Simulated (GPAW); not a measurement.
# MgSi (P4/mmm) in GPAW: further runs

The runs below take MgSi through single point, with PBEsol.

Program: GPAW 26.7.0. These are calculated values, not measurements. Logs are shortened: lines on timing, memory, paths and dates and some standing lists are left out, and cuts for length are marked. The log counts tension as positive stress, the text compression.

## Step 1: Starting point

It takes space group P4/mmm (No. 123, tetragonal). The conventional cell has a = 2.908 Å, b = 2.908 Å, c = 4.103 Å, α = 90.00°, β = 90.00°, γ = 90.00°. Around Si (site symmetry 4/mmm) lie 8 Mg at 2.90 Å and 4 Si at 2.91 Å. Mg (site symmetry 4/mmm) is surrounded by 8 Si at 2.90 Å and 4 Mg at 2.91 Å.

The cell comes from a database or a generator and needn't be the stable form of this composition.

## Step 2: Single point, PBEsol, 17.35 Å³/atom

run.py

```python
from ase import Atoms
from ase.dft.bandgap import bandgap
from ase.io import write
from ase.units import GPa
from gpaw import GPAW, PW, setup_paths

setup_paths.insert(0, '.')

atoms = Atoms(['Si', 'Mg'],
              cell=[[2.79205824, 0.0, 0.0],
                    [0.0, 2.79205824, 0.0],
                    [0.0, 0.0, 4.4525032552]],
              scaled_positions=[[0.5, 0.5, 0.5],
                                [0.0, 0.0, 0.0]],
              pbc=True)

calc = GPAW(mode=PW(800),
            xc='PBEsol',
            kpts={'size': (9, 9, 7), 'gamma': True},
            occupations={'name': 'fermi-dirac', 'width': 0.05},
            nbands=15,
            convergence={'density': 1e-05, 'energy': 1e-05},
            maxiter=150,
            txt='gpaw.txt')
atoms.calc = calc
energy = atoms.get_potential_energy()
forces = atoms.get_forces()
stress = atoms.get_stress()
calc.write('gs.gpw')
write('result.traj', atoms)
print(f'Energy: {energy:.6f} eV')
print('Forces (eV/A):')
print(forces.round(4))
print('Stress (GPa):', (stress / GPa).round(3))
print('Fermi level:', round(calc.get_fermi_level(), 4), 'eV')
print(f'Gap: {bandgap(calc)[0]:.4f} eV, direct: {bandgap(calc, direct=True)[0]:.4f} eV')
```

Potentials or basis: PAW data sets generated in the run's folder for this functional, pw.

Command:

```bash
$ gpaw-setup -f PBEsol Mg Si
$ OMP_NUM_THREADS=1 python run.py
```

gpaw.txt:

```text
__  _  _
 | _ |_)|_||  |
 |__||  | ||/\| - 26.7.0

Input parameters:
  mode=PW(ecut=800.0),
  convergence={'density': 1e-05, 'energy': 1e-05},
  kpts=MonkhorstPack(size=(9, 9, 7), gamma=True),
  maxiter=150,
  nbands=15,
  occupations=Occupations(name='fermi-dirac', width=0.05),
  xc=XC(name='PBEsol')

Diagonalizing LCAO Hamiltonian
Converting LCAO to pw mode
   .------.
  /|      |
 * |      |
 | | Si   |
 | |      |
 | .------.
 |/      /
 Mg-----*

Atoms  # Å, Bohr magnetons
|   | symbol |        x |        y |        z |    initial magnetic moments |
|---|--------|----------|----------|----------|-----------------------------|
| 0 |     Si | 1.396029 | 1.396029 | 2.226252 | ( 0.0000,  0.0000,  0.0000) |
| 1 |     Mg | 0.000000 | 0.000000 | 0.000000 | ( 0.0000,  0.0000,  0.0000) |

Unit cell  # Å
| periodic |        x |        y |        z |  lengths |    angles |
|----------|----------|----------|----------|----------|-----------|
|      yes | 2.792058 | 0.000000 | 0.000000 | 2.792058 | 90.000000 |
|      yes | 0.000000 | 2.792058 | 0.000000 | 2.792058 | 90.000000 |
|      yes | 0.000000 | 0.000000 | 4.452503 | 4.452503 | 90.000000 |

Number of symmetries: 16
Symmetry operations  # r_c * U_cc + t_c -> r_c
|    | kind |            matrix            |
|----|------|------------------------------|
|  0 |  E   |  1, 0, 0,  0, 1, 0,  0, 0, 1 |
|  1 |  σ   |  1, 0, 0,  0, 1, 0,  0, 0,-1 |
|  2 |  σ   |  1, 0, 0,  0,-1, 0,  0, 0, 1 |
|  3 |  C2  |  1, 0, 0,  0,-1, 0,  0, 0,-1 |
|  4 |  σ   |  0, 1, 0,  1, 0, 0,  0, 0, 1 |
|  5 |  C2  |  0, 1, 0,  1, 0, 0,  0, 0,-1 |
|  6 |  C4  |  0, 1, 0, -1, 0, 0,  0, 0, 1 |
|  7 |  S4  |  0, 1, 0, -1, 0, 0,  0, 0,-1 |
|  8 |  C4  |  0,-1, 0,  1, 0, 0,  0, 0, 1 |
|  9 |  S4  |  0,-1, 0,  1, 0, 0,  0, 0,-1 |
| 10 |  σ   |  0,-1, 0, -1, 0, 0,  0, 0, 1 |
| 11 |  C2  |  0,-1, 0, -1, 0, 0,  0, 0,-1 |
| 12 |  σ   | -1, 0, 0,  0, 1, 0,  0, 0, 1 |
| 13 |  C2  | -1, 0, 0,  0, 1, 0,  0, 0,-1 |
| 14 |  C2  | -1, 0, 0,  0,-1, 0,  0, 0, 1 |
| 15 |  i   | -1, 0, 0,  0,-1, 0,  0, 0,-1 |

BZ-sampling:
  Number of BZ points: 567
  Number of IBZ points: 60

  Monkhorst-Pack size: [9, 9, 7]
  Monkhorst-Pack shift: [0, 0, 0]

K-points  # in reciprocal-cell coordinates
|     |                                coordinates |     weight |
|-----|--------------------------------------------|------------|
|   0 | (  0.00000000,   0.00000000,   0.00000000) | 0.00176367 |
|   1 | (  0.00000000,   0.00000000,   0.14285714) | 0.00352734 |
|   2 | (  0.00000000,   0.00000000,   0.28571429) | 0.00352734 |
|   3 | (  0.00000000,   0.00000000,   0.42857143) | 0.00352734 |
|   4 | (  0.11111111,   0.00000000,   0.00000000) | 0.00705467 |
|   5 | (  0.11111111,   0.00000000,   0.14285714) | 0.01410935 |
|   6 | (  0.11111111,   0.00000000,   0.28571429) | 0.01410935 |
|   7 | (  0.11111111,   0.00000000,   0.42857143) | 0.01410935 |
|   8 | (  0.11111111,   0.11111111,   0.00000000) | 0.00705467 |
|   9 | (  0.11111111,   0.11111111,   0.14285714) | 0.01410935 |
| ... |                                            |            |
|  59 | (  0.44444444,   0.44444444,   0.42857143) | 0.01410935 |

Plane wave coefficients: 1805
Cutoff: 800.0 eV

Spin-components: 1 (collinear spins)
Bands:           15
Projectors:      10
Spin-degeneracy: 2
Datatype:        complex128

Parallelization:
  kpt:    1
  domain: 1
  band:   1

Density:
  Valence electrons: 14.0
  Components: 1
  Grid points: [20 20 30]
  Charge: 0.0  # |e|

Potential:
  Grid points: [20 20 30]

species:
  Si:
    name:    Silicon
    Z:       14.0
    valence: 4
    core:    10
    charge:  0.0  # [|e|]
    compensation charges:
      type: gauss
      rc: 0.33  # [Å]
      lmax: 2
    cutoffs:
      filter: 1.86  # [Å]
      core: 2.06  # [Å]
    projectors
    | kind |    occ | energy [eV] | rcut [Å] |
    |------|--------|-------------|----------|
    |   3s |  2.000 |     -10.768 |    1.058 |
    |   3p |  2.000 |      -4.057 |    1.058 |
    |    s |        |      16.444 |    1.058 |
    |    p |        |      23.155 |    1.058 |
    |    d |        |       0.000 |    1.058 |

    Using partial waves for Si as LCAO basis

  Mg:
    name:    Magnesium
    Z:       12.0
    valence: 10
    core:    2
    charge:  0.0  # [|e|]
    compensation charges:
      type: gauss
      rc: 0.33  # [Å]
      lmax: 2
    cutoffs:
      filter: 1.86  # [Å]
      core: 0.54  # [Å]
    projectors
    | kind |    occ | energy [eV] | rcut [Å] |
    |------|--------|-------------|----------|
    |   2s |  2.000 |     -79.588 |    1.090 |
    |   3s |  2.000 |      -4.679 |    1.090 |
    |   2p |  6.000 |     -46.550 |    1.085 |
    |   3p |  0.000 |      -1.306 |    1.085 |
    |    d |        |       0.000 |    1.037 |

    Using partial waves for Mg as LCAO basis

Reference energy: -13309.382042  # eV

eigensolver:
  PPCG
  Converge bands: occupied
  niter=2

density mixing:
  MSR1-Mixer
  Pratt-step length: 0.05
  Maximum mixing coefficient: 0.75
  Old densities: 10
  SVD Regularization: 0.005
  Good broyden scale: 1.0
  Trust region scale: 1.0
  Backstep threshold: 4.0
  History deletion threshold: 6.0
  Fourier metric: weight=20.0, sigma=0.015

occupation numbers:
  Fermi-Dirac:
    width: 0.0500  # eV

poisson solver:
  ecut: 6400.0  # eV

xc functional:
  name: PBEsol with 2 nearest neighbor stencil

convergence criteria:
- Maximum integral of absolute [dens]ity change: 1e-05 electrons / valence electron
- Maximum [total energy] change in last 3 cyles: 1e-05 eV / valence electron
- Maximum integral of absolute [eigenst]ate change: 4e-08 eV^2 / valence electron
maximum number of iterations: 150

SCF iterations
|iter     | |      energy | eigst |  dens |
|---------|-|-------------|-------|-------|
|iter:   1| |   -7.367317 | +0.19 |       |
|iter:   2| |   -7.348784 | -2.59 | -1.32 |
|iter:   3| |   -7.284462 | -2.36 | -1.36 |
|iter:   4| |   -7.282978 | -3.38 | -1.90 |
|iter:   5| |   -7.282684 | -4.67 | -2.55 |
|iter:   6| |   -7.282679 | -6.21 | -3.33 |
|iter:   7| |   -7.282679c| -7.24 | -4.02 |
|iter:   8| |   -7.282679c| -7.77c| -4.44 |
|iter:   9| |   -7.282679c| -9.14c| -5.53c|

Converged in 9 steps
Energy contributions relative to reference atoms: (reference = -13309.382042)

Energy contributions:
  Kinetic:           2.013360
  Coulomb:           0.548744
  Zero:             -0.053571
  External:          0.000000
  Xc:               -9.784362
  Entropy:          -0.013698
  Spinorbit:         0.000000
  ----------------------------
  Free energy:      -7.289528
  Extrapolated:     -7.282679

dipole moment: (-4.019646, -4.019646, -6.410140)  # |e|*Ang

Fermi level: 6.423
Eigenvalues  # (at kpt = [0.000, 0.000, 0.000])
| band index |      eig [eV] | occ [0-2] |
|------------|---------------|-----------|
|          0 |       -69.522 |     2.000 |
|          1 |       -36.479 |     2.000 |
|          2 |       -36.471 |     2.000 |
|          3 |       -36.471 |     2.000 |
|          4 |        -4.979 |     2.000 |
|          5 |         2.640 |     2.000 |
|          6 |         4.003 |     2.000 |
|          7 |        11.950 |     0.000 |
|          8 |        11.950 |     0.000 |
|          9 |        12.661 |     0.000 |
|         10 |        16.155 |     0.000 |
|         11 |        18.697 |     0.000 |
|         12 |        19.475 |     0.000 |
|         13 |        19.475 |     0.000 |
|         14 |        20.010 |     0.000 |

No gap
No difference between direct/indirect transitions

Forces  # eV/Ang
|        x |        y |       z |
|----------|----------|---------|
| -0.00000 | -0.00000 | 0.00000 |  # Si   0
|  0.00000 |  0.00000 | 0.00000 |  # Mg   1

Stress tensor  # eV/Ang^3
|         x |         y |        z |
|-----------|-----------|----------|
| -0.002640 |  0.000000 | 0.000000 |
|  0.000000 | -0.002640 | 0.000000 |
|  0.000000 |  0.000000 | 0.042095 |

# Writing to gs.gpw (mode='')
```

Wall time 21 s (1 thread of Intel Xeon Platinum 8488C (Sapphire Rapids), shared host); peak memory 0.18 GiB.

What came out:

| Item | Value |
| --- | --- |
| Free energy | -7.2895 eV |
| Pressure | -2.0 GPa |
| Band gap on the k mesh | none (metal or under the smearing width) |

Caveat: the density grid can change from cell to cell, which puts small steps into energies and stress.

## Step 3: Single point, PBEsol, 17.35 Å³/atom

Changes to run.py since step 2:

```diff
@@ -9,5 +9,5 @@
 atoms = Atoms(['Si', 'Mg'],
-              cell=[[2.79205824, 0.0, 0.0],
-                    [0.0, 2.79205824, 0.0],
-                    [0.0, 0.0, 4.4525032552]],
+              cell=[[2.85022612, 0.0, 0.0],
+                    [0.0, 2.85022612, 0.0],
+                    [0.0, 0.0, 4.2726228655]],
               scaled_positions=[[0.5, 0.5, 0.5],
```

Potentials or basis: PAW data sets generated in the run's folder for this functional, pw.

Command:

```bash
$ gpaw-setup -f PBEsol Mg Si
$ OMP_NUM_THREADS=1 python run.py
```

It took 21 s on 1 thread of Intel Xeon Platinum 8488C (Sapphire Rapids), shared host; peak memory 0.18 GiB.

The run converged. Its results:

| Quantity | Value |
| --- | --- |
| Free energy | -7.3703 eV |
| Pressure | -1.7 GPa |
| Band gap on the k mesh | none (metal or under the smearing width) |

Caveat: the density grid can change from cell to cell, which puts small steps into energies and stress.
